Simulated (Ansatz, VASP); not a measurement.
## One calculation of TePb, two programs

INCAR

```
SYSTEM = TePb
ALGO     = Normal         ! electronic algorithm
EDIFF    = 1E-7           ! SCF threshold, eV
ENCUT    = 520            ! plane-wave cutoff, eV
GGA      = PE             ! functional
ISIF     = 2              ! what is computed and relaxed
ISMEAR   = -1             ! smearing method
LASPH    = .TRUE.         ! aspherical terms in the spheres
LCHARG   = .FALSE.        ! write CHGCAR
LREAL    = .FALSE.        ! projectors in reciprocal space
LWAVE    = .FALSE.        ! write WAVECAR
NBANDS   = 17             ! bands
NELM     = 100            ! most SCF steps
PREC     = Accurate       ! precision mode
SIGMA    = 0.02           ! smearing width, eV
```

Contents of KPOINTS:

```
k-points
0
G
  8 8 8
  0 0 0
```

The input POSCAR:

```
TePb
1.0
    0.0000000000      3.2678368488      3.2678368488
    3.2678368488      0.0000000000      3.2678368488
    3.2678368488      3.2678368488      0.0000000000
Pb Te
1 1
Direct
    0.0000000000      0.0000000000      0.0000000000
    0.5000000000      0.5000000000      0.5000000000
```

Input for Ansatz:

```yaml
crystal:
  lattice:
    - [0.0, 3.2678368488, 3.2678368488]
    - [3.2678368488, 0.0, 3.2678368488]
    - [3.2678368488, 3.2678368488, 0.0]
  atoms:
    - { symbol: Pb, position: [0.0, 0.0, 0.0] }
    - { symbol: Te, position: [0.5, 0.5, 0.5] }
kpoints:
  mp_grid: { grid: [8, 8, 8] }
  band_path:
    path:
      - [0.0, 0.0, 0.0]
      - [0.5, 0.0, 0.5]
      - [0.625, 0.25, 0.625]
      - [0.375, 0.375, 0.75]
      - [0.5, 0.5, 0.5]
      - [0.5, 0.25, 0.75]
      - [0.0, 0.0, 0.5]
    npoints: 1
hamiltonian:
  xc: pbe
scf:
  occupations: { method: fermi_dirac, width: 0.02 }
  n_extra_bands: 4
output:
  forces: true
  stress: true
  eigenvalues: true
```

The cell was built by a generator and needn't be a form met in nature.

Alike in both runs: task single point; functional PBE; k mesh 8 × 8 × 8; occupations fermi-dirac, width 0.02 eV; no spin polarisation.

|  | VASP | Ansatz |
| --- | --- | --- |
| version | VASP 6.6.1 | Ansatz 0.2.0 |
| potentials or method | VASP PAW PBE potentials, release 64 (Pb_d, Te) | plane waves, PAW |
| plane-wave cutoff (eV) | 520 | 420 |
| valence electrons in the cell | 20 | 30 |

```tsv
	VASP	Ansatz	Ansatz less VASP
gap on the k mesh at the Fermi level (eV)	0.80	0.80	-0.004
pressure (GPa)	0.6	0.6	+0.04
```

The two sets of potentials don't hold the same shells in valence.

Caveats: spin-orbit coupling is left out, which as a rule narrows the gap of such compounds by several tenths of an eV. A k mesh can miss the band edges.
